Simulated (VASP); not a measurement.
# BAs (F-43m) in VASP: further runs, part 2 of 2

VASP 6.6.1.

## (3) Relaxation of cell and atoms, PBEsol

INCAR

```
PREC = Accurate ; ENCUT = 600
EDIFF = 1E-6 ; ISMEAR = 0
SIGMA = 0.03 ; LREAL = False
LASPH = True ; NELM = 80
ALGO = Normal ; ISIF = 3
LWAVE = False ; LCHARG = False
GGA = PS ; IBRION = 2
NSW = 90 ; EDIFFG = -0.01
KPAR = 4
```

KPOINTS

```
Automatic mesh
0
Gamma
  10 10 10
```

POSCAR

```
BAs
1.0
    0.0000000000      2.3885000000      2.3885000000
    2.3885000000      0.0000000000      2.3885000000
    2.3885000000      2.3885000000      0.0000000000
B As
1 1
Direct
    0.0000000000      0.0000000000      0.0000000000
    0.2500000000      0.2500000000      0.2500000000
```

Potentials or basis: VASP PAW PBE potentials, release 64 (B, As).

Launch:

```bash
$ cat potpaw_PBE.64/B/POTCAR potpaw_PBE.64/As/POTCAR > POTCAR
$ mpirun -np 4 vasp_std > vasp.out
```

OUTCAR:

```text
PREC = Accurate
   ENCUT = 600
   EDIFF = 1E-6
   ISMEAR = 0
   LREAL = False
   LASPH = True
   NELM = 80
   ISIF = 3
   GGA = PS
   IBRION = 2
   NSW = 90
   EDIFFG = -0.01

 ion  position               nearest neighbor table
   1  0.000  0.000  0.000-   2 2.07   2 2.07   2 2.07   2 2.07
   2  0.250  0.250  0.250-   1 2.07   1 2.07   1 2.07   1 2.07

  LATTYP: Found a face centered cubic cell.
 ALAT       =     4.7770000000

  Lattice vectors:

 A1 = (   0.0000000000,   2.3885000000,   2.3885000000)
 A2 = (   2.3885000000,   0.0000000000,   2.3885000000)
 A3 = (   2.3885000000,   2.3885000000,   0.0000000000)

Analysis of symmetry for initial positions (statically):
=====================================================================
 Subroutine PRICEL returns:
 Original cell was already a primitive cell.

 Routine SETGRP: Setting up the symmetry group for a
 face centered cubic supercell.

 Subroutine GETGRP returns: Found 24 space group operations
 (whereof 24 operations were pure point group operations)
 out of a pool of 48 trial point group operations.
[... 162 lines left out ...]

  energy without entropy =      -12.20477750  energy(sigma->0) =      -12.20477750

 E-fermi :   6.2573     XC(G=0): -10.7310

 val. band max:        6.0435011420   @ k =   0.0000   0.0000   0.0000
 cond. band min:       7.1198265839   @ k =   0.4000   0.4000   0.0000
 fundamental gap:      1.0763254419
 Fermi energy:         6.2572949500

 k-point     1 :       0.0000    0.0000    0.0000
  band No.  band energies     occupation
      1      -9.3931      2.00000
      2       6.0435      2.00000
      3       6.0435      2.00000
      4       6.0435      2.00000
      5       9.2834      0.00000
      6       9.2834      0.00000
      7       9.2834      0.00000
      8      10.7256      0.00000
[... 243 lines left out ...]
 k-point    24 :       0.4000    0.3000    0.0000
  band No.  band energies     occupation
      1      -6.7432      2.00000
      2      -0.4168      2.00000
      3       2.0341      2.00000
      4       2.5345      2.00000
      5       7.6502      0.00000
      6       9.3358      0.00000
      7      14.8455      0.00000
      8      15.0845      0.00000

 [... further k-points ...]
[... 5 lines left out ...]
  --------------------------------------------------------------------------------------
  -------------------------------------------------------------------------------------
  Total        0.0088480      0.0088480      0.0088480     -0.0000000     -0.0000000      0.0000000
  in kB        0.5201743      0.5201743      0.5201743     -0.0000000     -0.0000000      0.0000000
  external PRESSURE =       0.5201743 kB  Pullay stress =       0.0000000 kB

 VOLUME and BASIS-vectors are now :
 -----------------------------------------------------------------------------
  energy-cutoff  :      600.00
  volume of cell :       27.25
      direct lattice vectors                 reciprocal lattice vectors
     0.000000000  2.388500000  2.388500000    -0.209336404  0.209336404  0.209336404
     2.388500000  0.000000000  2.388500000     0.209336404 -0.209336404  0.209336404
     2.388500000  2.388500000  0.000000000     0.209336404  0.209336404 -0.209336404

 POSITION                                       TOTAL-FORCE (eV/Angst)
 -----------------------------------------------------------------------------------
      0.00000      0.00000      0.00000        -0.000000     -0.000000     -0.000000
      1.19425      1.19425      1.19425         0.000000      0.000000      0.000000
 -----------------------------------------------------------------------------------
    total drift:                               -0.000000     -0.000000     -0.000000

  FREE ENERGIE OF THE ION-ELECTRON SYSTEM (eV)
  ---------------------------------------------------
  free  energy   TOTEN  =       -12.2047774986 eV

  energy  without entropy=      -12.2047774986  energy(sigma->0) =      -12.20477750

 reached required accuracy - stopping structural energy minimisation
```

It took 3 s on 4 MPI ranks of Intel Xeon 6975P-C (Granite Rapids), shared host; peak memory 0.15 GiB.

What came out:

```yaml
Free_energy: -12.2048 eV
Pressure_after_relaxing: 0.1 GPa
Band_gap_on_the_k_mesh: 1.08 eV, indirect (least direct gap 3.24 eV)
```

Final structure:
```
B As
1.0
     0.00000    2.38850    2.38850
     2.38850    0.00000    2.38850
     2.38850    2.38850    0.00000
B As
1 1
Direct
  0.00000 0.00000 0.00000
  0.25000 0.25000 0.25000
```

Levels at points of the mesh, in eV from the valence-band top:
```
           k point  band 1  band 2  band 3  band 4  band 5  band 6  band 7  band 8
(0.00, 0.00, 0.00)  -15.44    0.00    0.00    0.00    3.24    3.24    3.24    4.68
(0.50, 0.00, 0.00)  -12.55   -8.83   -1.83   -1.83    2.65    4.73    4.73    8.71
(0.50, 0.50, 0.00)  -11.24   -8.53   -4.11   -4.11    1.31    1.34   11.34   11.34
```

Caveat: the relaxation stopped at its first step, so nothing moved; the PAW data sets were made with another functional, which shifts forces and pressure a little. A hybrid or GW would open this gap; PBEsol tends to underestimate it.

## (4) Relaxation of cell and atoms, PBEsol

INCAR

```
PREC = Accurate ; ENCUT = 600
EDIFF = 1E-7 ; ISMEAR = 0
SIGMA = 0.03 ; LREAL = False
LASPH = True ; NELM = 80
ALGO = Normal ; ISIF = 3
LWAVE = False ; LCHARG = False
GGA = PS ; IBRION = 2
NSW = 90 ; EDIFFG = -0.005
KPAR = 4
```

KPOINTS is that of step 3.

POSCAR

```
BAs                                     
1.0
    0.0000000000      2.3885000000      2.3885000000
    2.3885000000      0.0000000000      2.3885000000
    2.3885000000      2.3885000000      0.0000000000
  B               As            
     1     1
Direct
     0.0000000000000000    0.0000000000000000    0.0000000000000000
     0.2500000000000000    0.2500000000000000    0.2500000000000000
```

Launch:

```bash
$ cat potpaw_PBE.64/B/POTCAR potpaw_PBE.64/As/POTCAR > POTCAR
$ mpirun -np 4 vasp_std > vasp.out
```

Wall time 3.3 s (4 MPI ranks of Intel Xeon 6975P-C (Granite Rapids), shared host); peak memory 0.15 GiB.

The run converged. Its results:

```
Free energy             : -12.2048 eV
Pressure after relaxing : 0.1 GPa
Band gap on the k mesh  : 1.08 eV, indirect (least direct gap 3.24 eV)
```

Final structure:
```xyz
2
Lattice="0.0000 2.3885 2.3885 2.3885 0.0000 2.3885 2.3885 2.3885 0.0000" Properties=species:S:1:pos:R:3 pbc="T T T"
B     0.0000    0.0000    0.0000
As    1.1943    1.1943    1.1943
```

Levels at points of the mesh, in eV from the valence-band top:
| k point | band 1 | band 2 | band 3 | band 4 | band 5 | band 6 | band 7 | band 8 |
| --- | --- | --- | --- | --- | --- | --- | --- | --- |
| (0.00, 0.00, 0.00) | -15.44 | 0.00 | 0.00 | 0.00 | 3.24 | 3.24 | 3.24 | 4.68 |
| (0.50, 0.00, 0.00) | -12.55 | -8.83 | -1.83 | -1.83 | 2.65 | 4.73 | 4.73 | 8.71 |
| (0.50, 0.50, 0.00) | -11.24 | -8.53 | -4.11 | -4.11 | 1.31 | 1.34 | 11.34 | 11.34 |

Caveat: the relaxation stopped at its first step, so nothing moved; the PAW data sets were made with another functional, which shifts forces and pressure a little. As with any semilocal functional, this PBEsol gap is likely too small.
